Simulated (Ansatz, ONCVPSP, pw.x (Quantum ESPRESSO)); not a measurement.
**What a changed setting does to a pw.x run (bcc Hf)**

Potential: optimised norm-conserving Vanderbilt (ONCV), ONCVPSP 4.0.1.1 (patched build), PBE; core [Kr] 4d10 4f14 5s2, reference 5p6 5d2 6s2; waves: 6s: rc 2.50 bohr, ncon 4, nbas 9, qcut 2.5 1/bohr, 2 projectors, debl 3 Ha; 5p: rc 1.70 bohr, ncon 3, nbas 6, qcut 9 1/bohr, 2 projectors, debl 1.6 Ha; 5d: rc 2.10 bohr, ncon 4, nbas 7, qcut 4.6 1/bohr, 2 projectors, debl 2.4 Ha; local part: polynomial inside 1.35 bohr (lpopt 4, dvloc0 2 Ha); core correction: Teter function, fcfact 5.5, rcfact 1.45.

The reference run (k-mesh 13³, cutoffs 75/300 Ry, Fermi–Dirac 0.01 Ry, mixing_beta 0.4, conv_thr 1e-9, no spin) gives -0.18 GPa at 22.374 Å³/atom, where all-electron LAPW gives 0.21 GPa. This run, with its own iteration cap, changes startingwfc to atomic.

```
&control
  calculation='scf', prefix='x', pseudo_dir='./', outdir='./tmp', tstress=.true., disk_io='none'
/
&system
  ibrav=0, nat=1, ntyp=1, ecutwfc=75, ecutrho=300, nbnd=12,
  occupations='smearing', smearing='fd', degauss=0.01
/
&electrons
  conv_thr=1e-09, mixing_beta=0.4, electron_maxstep=50, startingwfc='atomic'
/
ATOMIC_SPECIES
Hf 1.0 Hf.UPF
CELL_PARAMETERS angstrom
  -1.77512067 1.77512067 1.77512067
  1.77512067 -1.77512067 1.77512067
  1.77512067 1.77512067 -1.77512067
ATOMIC_POSITIONS crystal
Hf 0.0000 0.0000 0.0000
K_POINTS automatic
13 13 13 0 0 0
```

```bash
pw.x < Hf.scf.in > Hf.scf.out
```

Problem. How does the run end?

Solution. It converges in 8 iterations; the free energy moves by +0.0 meV/atom and the pressure by +0.00 GPa. The result is that of the reference run.

```
Message from routine setup:
     using ibrav=0 with symmetry is DISCOURAGED, use correct ibrav instead
     lattice parameter (alat)  =       5.8102  a.u.
     unit-cell volume          =     150.9872 (a.u.)^3
     number of electrons       =        10.00
     number of Kohn-Sham states=           12
     kinetic-energy cutoff     =      75.0000  Ry
     charge density cutoff     =     300.0000  Ry
     scf convergence threshold =      1.0E-09
     Exchange-correlation= PBE
     number of k points=    84  Fermi-Dirac smearing, width (Ry)=  0.0100
     iteration #  1     ecut=    75.00 Ry     beta= 0.40
     total energy              =     -76.36657861 Ry
     estimated scf accuracy    <       0.01514533 Ry
     iteration #  2     ecut=    75.00 Ry     beta= 0.40
     total energy              =     -76.36598560 Ry
     estimated scf accuracy    <       0.00325420 Ry
     iteration #  3     ecut=    75.00 Ry     beta= 0.40
     total energy              =     -76.36640841 Ry
     estimated scf accuracy    <       0.00009302 Ry
     [... 2 iterations left out ...]
     iteration #  6     ecut=    75.00 Ry     beta= 0.40
     total energy              =     -76.36643241 Ry
     estimated scf accuracy    <       0.00000002 Ry
     iteration #  7     ecut=    75.00 Ry     beta= 0.40
     total energy              =     -76.36643243 Ry
     estimated scf accuracy    <          3.1E-09 Ry
     iteration #  8     ecut=    75.00 Ry     beta= 0.40
     the Fermi energy is    13.2885 ev
!    total energy              =     -76.36643243 Ry
     estimated scf accuracy    <          3.9E-10 Ry
     smearing contrib. (-TS)   =      -0.00883753 Ry
     The total energy is F=E-TS. E is the sum of the following terms:
     one-electron contribution =      -3.88341457 Ry
     hartree contribution      =       6.97000218 Ry
     xc contribution           =     -25.19999959 Ry
     ewald contribution        =     -54.24418292 Ry
     convergence has been achieved in   8 iterations
          total   stress  (Ry/bohr**3)                   (kbar)     P=       -1.77
     Message from routine punch:
     Nothing written, as per user request (disk_io='none')
```

The run took about 27 s on one core of a shared host (Neoverse-V2, 96 threads, 742 GiB, load 87).
